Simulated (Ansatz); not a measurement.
Input and output for In (sc type): DFT, PBE, all-electron LAPW, scalar-relativistic (Ansatz 0.2.0). This run: volume at 0.5 of the series' base cell.

The cell comes from a relaxation on PAW files under the same functional, begun from a prototype that needn't be the stable phase.

Command: `ansatz run input.yaml --threads 1 --pin off --max-ram 2048MiB --backend cpu --events-out ev --progress --plain --runs-dir out` It took 8.7 s on 1 thread of Arm Neoverse V2, with other jobs on the host, peak memory 0.3 GiB.

```yaml
crystal:
  lattice:
    - [2.4513664232, 0.0, 0.0]
    - [0.0, 2.4513664232, 0.0]
    - [0.0, 0.0, 2.4513664232]
  atoms:
    - { symbol: In, position: [0.0, 0.0, 0.0] }
kpoints:
  mp_grid: { grid: [12, 12, 12] }
scf:
  occupations: { method: fermi_dirac, width: 0.05 }
hamiltonian:
  xc: pbe
  pseudopotentials: { kind: all_electron, lapw: { basis_error: 0.001 } }
output:
  forces: true
  stress: true
  eigenvalues: true
  populations: true
```

Output:

```
In: projections on atomic orbitals take those of the free atom 1s2 2s2 2p6 3s2 3p6 3d10 4s2 4p6 4d10 5s2 5p1, of charge +0.00 (hamiltonian.pseudopotentials.projection_atoms)
LAPW: plane waves up to 9.627 Å⁻¹, error target 1.0e-3 eV per atom; small_component_spin mean_spin; In in spheres of 1.226 Å, 31 of its electrons in bands, Dirac shells [] (how accurate: hamiltonian.pseudopotentials.lapw.basis_error, Limitations)
Engine: ansatz 0.2.0
Pseudopotentials: kind: all_electron
Pseudopotential: In, LAPW, valence charge 31, lapw/all_electron/scalar/gaussian/In, Koelling and Harmon's equation, gaussian nucleus
Functional definition: PBE
  parameter kappa = 0.804
  parameter beta = 0.06672455060314922
  exchange = pbe_x(kappa = kappa, mu = beta*pi^2/3)
  correlation = pbe_c(beta = beta)
Crystal: 1 atoms, lattice volume = 14.731 Å³
Basis set: ecut = 353.1424757193438 eV, 251 PW (Γ), exchange–correlation at level 2
Bands: 20, of which v1, the nominal top of the filled ones, is band 16 counted from 1 (15 counted from 0)
Symmetry: 48 space group operations
Space group: Pm-3m (ITA 221), of the structure as read, at distance tolerance 2.5e-5 Å
k-points: 84 of 1728
Non-local potential: In, projectors of the file, none
Initial density: superposition of atomic densities (chi_scale 0.1, normalization cell)
Initial wavefunctions: plane waves of lowest kinetic energy (no species holds an atomic orbital)
Functional: x = pbe(κ = 0.804, μ = 0.2195149727645171), c = pbe(β = 0.06672455060314922)
iter 1 solved again at ethr=1.08e-4 eV; its pass at ethr=1.00e-1 eV (dr2=3.36e-2 eV) is discarded
SCF iter   1: F=—  HF=-160042.956270 eV  |F-HF|=—  |Δ(HF+E_count)|=         —  Δρ=2.17e-2  dr2=3.37e-2  ethr=1.08e-4  ⟨swp⟩=3.1  Hψ=10716  notcnv=0
preconditioner: auto → none  [insulator: Δε(μ)=0.165 eV  Ē_g=24.353 eV  σ=0.050 eV  W_gap=0.60  n_scr=6 (ndim 8)  ℏωp=34.9 eV  f_vac=0.000  D(μ)=0.27/eV (n_scr^D=0)  ε∞_Penn≈3.1]
SCF iter   2: F=—  HF=-160042.854390 eV  |F-HF|=—  |Δ(HF+E_count)|=   1.02e-1  Δρ=7.64e-3  dr2=3.37e-3  ethr=1.08e-4  ⟨swp⟩=2.8  Hψ=5081  notcnv=0
SCF iter   3: F=—  HF=-160042.850424 eV  |F-HF|=—  |Δ(HF+E_count)|=   3.97e-3  Δρ=4.29e-3  dr2=1.04e-3  ethr=1.09e-5  ⟨swp⟩=2.0  Hψ=4532  notcnv=0
iter 4 solved again at ethr=9.75e-8 eV; its pass at ethr=3.37e-6 eV (dr2=3.02e-5 eV) is discarded
SCF iter   4: F=—  HF=-160042.850559 eV  |F-HF|=—  |Δ(HF+E_count)|=   1.35e-4  Δρ=5.58e-4  dr2=3.03e-5  ethr=9.75e-8  ⟨swp⟩=2.0  Hψ=8026  notcnv=0
SCF iter   5: F=—  HF=-160042.850575 eV  |F-HF|=—  |Δ(HF+E_count)|=   1.61e-5  Δρ=3.06e-5  dr2=1.23e-7  ethr=9.75e-8  ⟨swp⟩=2.1  Hψ=4537  notcnv=0
SCF iter   6: F=-160042.850575 eV  HF=-160042.850575 eV  |F-HF|=7.86e-10  |Δ(HF+E_count)|=   7.43e-8  Δρ=2.46e-6  dr2=3.91e-10  ethr=3.96e-10  ⟨swp⟩=3.0  Hψ=4658  notcnv=0
SCF 1 converged in 6 iterations: F = -160042.850575 eV  dr2 = 3.91e-10
SCF converged after 6 iterations
Free energy (F): -160042.850575 eV
Harris-Foulkes:  -160042.850575 eV  (|F-HF|=7.86e-10)
Internal energy: -160042.848398 eV  (E = F + TS)
E sigma→0 (E₀):  -160042.849487 eV
Entropy (-TS):   -0.002177 eV (-2.177 meV/atom)
Fermi energy:    26.931048 eV
--- Per-component energies (eV) ---
  E_band       = -4324.183116
  E_kinetic    = 168020.434907
  E_xc         = -4359.008203
  E_electrostatic = -323704.275103  (all electrons and nuclei)
  E_smearing   = -0.002177  (= −TS)
  E_closure    = 0.000000  (closes the sum)
  E_atoms      = -160043.426162  (free atoms, spherical and without spin; not in F)
  Σ components = -160042.850575   (vs F -160042.850575, Δ=0.00e0)
  Basis errors (estimates in eV, not in F): energy 3.2e-4 per atom: plane waves 3.1e-4 (1.7e-4 summed), levels above the bands 1.2e-88, relativity 7.1e-8, radial functions 1.1e-5, core shells 1.0e-7; eigenvalues (radial functions only) 5.8e-6; not estimated: angular momenta, meshes, grids; target (lapw.basis_error) 1.0e-3; muffin-tin radii In 1.226 Å
--- Forces (eV/Å), atoms counted from 1 ---
  atom   1  In     0.00000000     0.00000000     0.00000000
  max |Σ_I F_I| component: 1.64e-31 eV/Å
--- Stress (GPa, compression-positive) ---
      132.642838      -0.000000       0.000000
       -0.000000     132.642838       0.000000
        0.000000       0.000000     132.642838
  P = ⅓ Tr σ = 132.6428 GPa (1326.428 kbar)
--- Band table (eV; the first three rows and the last of 84) ---
  k-point 0: bands = ["-402.4544", "-402.4544", "-402.4522", "-402.4522", "-402.4522", "-89.9416", "-48.3235", "-48.3235", "-48.3235", "8.7446", "8.7446", "11.9107", "11.9107", "11.9107", "12.1663", "37.3937", "37.3937", "37.3937", "42.7563", "42.7563"]
  k-point 1: bands = ["-402.4544", "-402.4544", "-402.4522", "-402.4522", "-402.4522", "-89.9401", "-48.3396", "-48.3223", "-48.3223", "8.7622", "8.8650", "11.8417", "11.8417", "11.9164", "12.3681", "35.5511", "37.6707", "37.6707", "42.6107", "43.5845"]
  k-point 2: bands = ["-402.4544", "-402.4544", "-402.4522", "-402.4522", "-402.4522", "-89.9360", "-48.3835", "-48.3188", "-48.3188", "8.8105", "9.1765", "11.6569", "11.6569", "11.9321", "13.0002", "32.3721", "38.4689", "38.4689", "42.2076", "43.8757"]
  k-point 83: bands = ["-402.4543", "-402.4543", "-402.4522", "-402.4522", "-402.4522", "-89.8750", "-48.5160", "-48.5160", "-48.5160", "9.5825", "9.5825", "9.5825", "12.7919", "12.7919", "30.4226", "30.4226", "30.4226", "33.1577", "36.8281", "36.8281"]
--- Löwdin populations: 1 site ---
  site symbol       q [e]
     0     In     48.9846
  spilling = 0.000314 (of n_electrons = 49.000000)
```

populations.tsv:

```
# site	symbol	l	j	q
# orbitals = lowdin
# n_electrons = 49.000000
# spilling = 0.000314
# projection_atom_In: 1s2 2s2 2p6 3s2 3p6 3d10 4s2 4p6 4d10 5s2 5p1
0	In	0_1S	-	1.999993
0	In	0_2S	-	1.999696
0	In	0_3S	-	1.995408
0	In	0_4S	-	1.940905
0	In	0_5S	-	0.928515
0	In	1_2P	-	5.999998
0	In	1_3P	-	5.999689
0	In	1_4P	-	5.967532
0	In	1_5P	-	2.214099
0	In	2_3D	-	9.999994
0	In	2_4D	-	9.938768
```

Next run (volume at 0.43 of the series' base cell), as changes to the input before:

```diff
   lattice:
-    - [2.4513664232, 0.0, 0.0]
-    - [0.0, 2.4513664232, 0.0]
-    - [0.0, 0.0, 2.4513664232]
+    - [2.3311723516, 0.0, 0.0]
+    - [0.0, 2.3311723516, 0.0]
+    - [0.0, 0.0, 2.3311723516]
   atoms:
   mp_grid: { grid: [12, 12, 12] }
+  band_path:
+    path:
+      - [0.0, 0.0, 0.0]
+      - [0.0, 0.5, 0.0]
+      - [0.5, 0.5, 0.0]
+      - [0.0, 0.0, 0.0]
+      - [0.5, 0.5, 0.5]
+      - [0.0, 0.5, 0.0]
+      - [0.5, 0.5, 0.5]
+      - [0.5, 0.5, 0.0]
+    npoints: 8
 scf:
   populations: true
+  dos: { projected: true, de: 0.2, e_range: [-14, 8] }
```

Results part of the output:

```
SCF 1 converged in 6 iterations: F = -160040.542304 eV  dr2 = 2.19e-10
NSCF: frozen V_eff on 57 k-points
SCF converged after 6 iterations
Free energy (F): -160040.542304 eV
Harris-Foulkes:  -160040.542304 eV  (|F-HF|=1.37e-9)
Internal energy: -160040.539997 eV  (E = F + TS)
E sigma→0 (E₀):  -160040.541150 eV
Entropy (-TS):   -0.002308 eV (-2.308 meV/atom)
Fermi energy:    32.146582 eV
--- Per-component energies (eV) ---
  E_band       = -4188.872536
  E_kinetic    = 168038.029939
  E_xc         = -4361.502438
  E_electrostatic = -323717.067498  (all electrons and nuclei)
  E_smearing   = -0.002308  (= −TS)
  E_closure    = 0.000000  (closes the sum)
  E_atoms      = -160043.426162  (free atoms, spherical and without spin; not in F)
  Σ components = -160040.542304   (vs F -160040.542304, Δ=0.00e0)
  Basis errors (estimates in eV, not in F): energy 3.2e-4 per atom: plane waves 3.0e-4 (1.7e-4 summed), levels above the bands 1.7e-95, relativity 7.5e-8, radial functions 1.8e-5, core shells 5.0e-7; eigenvalues (radial functions only) 5.8e-6; not estimated: angular momenta, meshes, grids; target (lapw.basis_error) 1.0e-3; muffin-tin radii In 1.166 Å
--- Forces (eV/Å), atoms counted from 1 ---
  atom   1  In     0.00000000    -0.00000000     0.00000000
  max |Σ_I F_I| component: 4.60e-31 eV/Å
--- Stress (GPa, compression-positive) ---
      237.413300      -0.000000       0.000000
       -0.000000     237.413300      -0.000000
        0.000000      -0.000000     237.413300
  P = ⅓ Tr σ = 237.4133 GPa (2374.133 kbar)
--- Band table (eV; the first three rows and the last of 84) ---
  k-point 0: bands = ["-397.9364", "-397.9364", "-397.9341", "-397.9341", "-397.9341", "-85.6078", "-43.9125", "-43.9125", "-43.9125", "12.3204", "12.3204", "15.3793", "16.5769", "16.5769", "16.5769", "43.0799", "43.0799", "43.0799", "49.4306", "49.4306"]
  k-point 1: bands = ["-397.9364", "-397.9364", "-397.9341", "-397.9341", "-397.9341", "-85.6048", "-43.9410", "-43.9102", "-43.9102", "12.3448", "12.4756", "15.6090", "16.4797", "16.4797", "16.5849", "41.2155", "43.4056", "43.4056", "49.0879", "50.1978"]
  k-point 2: bands = ["-397.9364", "-397.9364", "-397.9341", "-397.9341", "-397.9341", "-85.5966", "-44.0185", "-43.9040", "-43.9040", "12.4119", "12.8688", "16.2205", "16.2205", "16.3386", "16.6069", "37.8842", "44.3366", "44.3366", "48.2196", "50.3946"]
  k-point 83: bands = ["-397.9364", "-397.9364", "-397.9341", "-397.9341", "-397.9341", "-85.4751", "-44.2452", "-44.2452", "-44.2452", "13.3362", "13.3362", "13.3362", "17.7563", "17.7563", "36.0320", "36.0320", "36.0320", "37.3822", "42.8382", "42.8382"]
--- Löwdin populations: 1 site ---
  site symbol       q [e]
     0     In     48.9811
  spilling = 0.000386 (of n_electrons = 49.000000)
```
